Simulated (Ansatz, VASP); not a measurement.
# Al32O47 (V_O) in two plane-wave programs, part 2 of 2

One calculation is typed for both programs; each brings its own data sets. How far apart do they land? The structure shown is the start of the Ansatz relaxation below; VASP solves that cell, so the two are compared at the walk's first step.

VASP 6.6.1 and Ansatz 0.2.0.

So far: Starting point; Ansatz: relaxation, r2SCAN.

## Step 3: VASP: single point, r2SCAN, start cell

Level of this step: r2SCAN; plane waves and PAW (Al, O) (VASP).

The same cell, functional and mesh now go to VASP, with its own data sets.

Lines of VASP's logs that name or quote its potential files are left out, and so is its time.

INCAR reads:

```
SYSTEM = Al32O47
PREC = Accurate
ENCUT = 580
EDIFF = 1E-06
NELM = 120
ISMEAR = 0
SIGMA = 0.01
LREAL = Auto
ALGO = Normal
METAGGA = R2SCAN
LASPH = .TRUE.
NELECT = 376
NBANDS = 248
LORBIT = 11
LWAVE = .FALSE.
LCHARG = .FALSE.
ISIF = 2
ISYM = 0
GGA_COMPAT = .FALSE.
EFERMI = MIDGAP
LMIXTAU = .TRUE.
NCORE = 2
```

POSCAR reads:

```
Al32O47
1.0
    4.7587332432      2.7474559189      8.6631914044
   -4.7587332432      2.7474559189      8.6631914044
    0.0000000000     -5.4949118379      8.6631914044
Al O
32 47
Direct
    0.3285026985      0.3246592387      0.3241088634
    0.4226936284      0.4239481639      0.4256963665
    0.0747248279      0.0741561891      0.0784300175
    0.1703707757      0.1761134805      0.1772862330
    0.3225987233      0.3281888665      0.8262052876
    0.4286648476      0.4249357039      0.9205832663
    0.0686173160      0.0737455715      0.5790392734
    0.1763297167      0.1722651897      0.6817354399
    0.3224701504      0.8188709527      0.3278000489
    0.4288225221      0.9199933611      0.4261156959
    0.0718147761      0.5751483058      0.0701271577
    0.1750097347      0.6764293096      0.1714060698
    0.3273715441      0.8182133040      0.8237913556
    0.4216473940      0.9233802876      0.9310155315
    0.0764256956      0.5711371828      0.5701477213
    0.1727852596      0.6777618736      0.6725412281
    0.8192669910      0.3230632999      0.3296460749
    0.9274593209      0.4289663651      0.4271099972
    0.5794223373      0.0712528568      0.0700581601
    0.6749582607      0.1736395530      0.1735622179
    0.8243631986      0.3238457545      0.8191087714
    0.9315870883      0.4263307781      0.9214379828
    0.5744311553      0.0693391745      0.5734076717
    0.6761319209      0.1743086671      0.6720983222
    0.8227022772      0.8285752687      0.3188144449
    0.9253326219      0.9320533180      0.4223481764
    0.5698774687      0.5711612137      0.0773394541
    0.6782592955      0.6713326622      0.1739670154
    0.8242423561      0.8196642470      0.8230812541
    0.9281437501      0.9304410001      0.9236091174
    0.5743348869      0.5782890904      0.5681560798
    0.6714163357      0.6735467346      0.6806589184
    0.2159781329      0.0324343292      0.3767334855
    0.4751629052      0.1281085705      0.2723695722
    0.0249952777      0.3782430674      0.2179313542
    0.3725936317      0.2211657278      0.0255903408
    0.1281685730      0.2821757346      0.4677039364
    0.2811967234      0.4736849242      0.1186832601
    0.2161566618      0.0280408431      0.8796106330
    0.4739315919      0.1190583697      0.7821085955
    0.0339954710      0.3707445422      0.7218398515
    0.3738656646      0.2169642453      0.5336622715
    0.1285688100      0.2720927197      0.9741209776
    0.2810653129      0.4658844559      0.6250785572
    0.2278055521      0.5280133862      0.3717757948
    0.4712628963      0.6198097813      0.2834404140
    0.0241533438      0.8807897199      0.2195569669
    0.3768571001      0.7243275120      0.0218373259
    0.1251803554      0.7811164713      0.4742455671
    0.2821831577      0.9744968117      0.1228796458
    0.2188304525      0.5335270163      0.8761598225
    0.4669362838      0.6291956416      0.7809841674
    0.0280320747      0.8798713758      0.7162871443
    0.3782353445      0.7165241112      0.5318362574
    0.1199997932      0.7788591660      0.9771462266
    0.2814578223      0.9692677568      0.6286132512
    0.7197802520      0.0342165035      0.3711780842
    0.9660931560      0.1260408153      0.2788981860
    0.5298764329      0.3744842388      0.2258434925
    0.8799120108      0.2203242929      0.0231455478
    0.7832032079      0.4730517611      0.1198055892
    0.7245334339      0.0224594093      0.8746482292
    0.9678228593      0.1308475979      0.7782810311
    0.5251706935      0.3738638302      0.7202975844
    0.8803230008      0.2209468939      0.5281710747
    0.6188207979      0.2791043403      0.9743881055
    0.7730901171      0.4740004377      0.6237478284
    0.7258624455      0.5224530610      0.3773328651
    0.9671595230      0.6304797979      0.2765608718
    0.5340822662      0.8716389053      0.2188422651
    0.8715219729      0.7228164322      0.0336708747
    0.6296269994      0.7803639630      0.4668746453
    0.7764742655      0.9668045390      0.1296102086
    0.7209887615      0.5334880225      0.8749864979
    0.9778622987      0.6236358872      0.7768781003
    0.5288534556      0.8747652594      0.7167220627
    0.8687793482      0.7245932875      0.5292092330
    0.6238899383      0.7802437329      0.9666738108
    0.7742544896      0.9687615049      0.6300451605
```

KPOINTS reads:

```
Points of the shifted mesh
1
Reciprocal
 0.2500000000  0.2500000000  0.2500000000 1
```

The projector-augmented-wave data sets are Al and O (PBE family, release 64).

The run is started by

```sh
> mpirun -np 8 vasp_std
```

Numbers of over 12 decimals in the logs are rounded to 6 here.

What it wrote:

```text
[banner, memory and clock lines left out]
running    8 mpi-ranks, on    1 nodes
[...]
|                                                                             |
|               ----> ADVICE to this user running VASP <----                  |
|                                                                             |
|     You enforced a specific xc type in the INCAR file but a different       |
|     [... a line on the potential file left out ...]
|     I HOPE YOU KNOW WHAT YOU ARE DOING!                                     |
|                                                                             |

 LDA part: xc-table for (None), standard interpolation
 POSCAR, INCAR and KPOINTS ok, starting setup
[...]
entering main loop
       N       E                     dE             d eps       ncg     rms          rms(c)
DAV:   1     0.198086834208E+04    0.19809E+04   -0.21788E+05   496   0.163E+03
DAV:   2    -0.780358778823E+03   -0.27612E+04   -0.26851E+04   592   0.342E+02
DAV:   3    -0.938784533719E+03   -0.15843E+03   -0.15767E+03   608   0.844E+01
DAV:   4    -0.940511678148E+03   -0.17271E+01   -0.17233E+01   592   0.971E+00
DAV:   5    -0.940538181074E+03   -0.26503E-01   -0.26485E-01   592   0.116E+00BRMIX: very serious problems
 the old and the new charge density differ
 old charge density:   378.00000 new  376.00000
    0.495E+01
DAV:   6    -0.813745227604E+03    0.12679E+03   -0.17511E+02   568   0.244E+01    0.199E+01
DAV:   7    -0.769022744483E+03    0.44722E+02   -0.16980E+01   584   0.117E+01    0.115E+01
DAV:   8    -0.824963756963E+03   -0.55941E+02   -0.16889E+01   528   0.982E+00    0.454E+00
DAV:   9    -0.763416981767E+03    0.61547E+02   -0.12554E+01   528   0.823E+00    0.180E+00
[...]
DAV:  22    -0.769316362926E+03   -0.38826E-04   -0.20988E-05   536   0.157E-02    0.513E-03
DAV:  23    -0.769316379933E+03   -0.17007E-04   -0.36276E-06   472   0.551E-03    0.262E-03
DAV:  24    -0.769316380028E+03   -0.95180E-07   -0.18604E-06   368   0.399E-03
   1 F= -.76931638E+03 E0= -.76931638E+03  d E =0.000000E+00
```

OUTCAR, selected parts (step 3):

```text
  FREE ENERGIE OF THE ION-ELECTRON SYSTEM (eV)
  ---------------------------------------------------
  free  energy   TOTEN  =      -769.3163800280 eV

  energy  without entropy=     -769.3163800280  energy(sigma->0) =     -769.31638003
```

The run ends at a pressure of -5.64 GPa, with forces up to 5.5 eV/Å.

## Step 4: Comparison

Known differences besides the potentials themselves: VASP keeps PBE cores, Ansatz makes them for the functional; fixed occupations in Ansatz, narrow Gaussian smearing in VASP; the cutoff is 500 eV in Ansatz and 580 eV in VASP (PREC = Accurate, projectors in real space). Total energies have different zeros and are not compared.

Forces on 10 of the 79 atoms, those with the largest forces and the largest differences (eV/Å; atoms numbered as in POSCAR):

| atom | Ansatz x, y, z | VASP x, y, z |
| --- | --- | --- |
| Al2 | -3.374, -0.132, -1.146 | -3.354, -0.131, -1.151 |
| Al13 | -1.464, -0.236, 0.406 | -1.483, -0.250, 0.440 |
| Al17 | 1.818, 4.700, 2.262 | 1.817, 4.684, 2.265 |
| Al18 | 0.367, 1.134, 0.247 | 0.364, 1.127, 0.207 |
| Al23 | 1.549, -3.250, -2.844 | 1.548, -3.237, -2.812 |
| Al24 | 1.634, -3.966, 3.475 | 1.630, -3.952, 3.460 |
| Al25 | 1.119, -0.770, 0.277 | 1.119, -0.777, 0.312 |
| O40 | -0.845, 2.935, 0.281 | -0.851, 2.934, 0.282 |
| O65 | -2.196, -0.754, -2.468 | -2.205, -0.742, -2.459 |
| O79 | -1.764, 2.685, -0.601 | -1.767, 2.691, -0.609 |

The forces differ by 13 meV/Å r.m.s., which is 1.3 % of the r.m.s. force of 1.032 eV/Å (both taken over all components). The cell carries a charge of +2 e against a uniform background, so its pressure also hangs on how the neutralising background is counted, and in a defect's cell a gap may be the spacing between its levels.

## Step 5: What came out

```yaml
r_m_s_force_difference_single_point_r2scan_start_cell: 1.3 % of the r.m.s. force
```

**Reading.** The r.m.s. force difference is 1.3 % of the r.m.s. force (single point, r2SCAN, start cell), within the 3 % picked in this series as the mark of a large difference. VASP runs on this material, other cells of it included, that failed, so that no pair exists: single point, r2SCAN (timeout). Such differences can come from data sets, numerical settings and the points named under the comparisons, not from the functional's error against experiment.

[Lines on the potential files, build, host, timing and source positions are cut from VASP's logs without a mark.]

[Logs are printed without paths, hosts, clocks, repeated set-up lines and the standing remarks that a program may print on its own settings, such as how far it seeks lower states.]

[Hosts, paths, dates, database ids (printed as entryN), source tags and the programs' standing remarks are cut or masked in the printed files.]
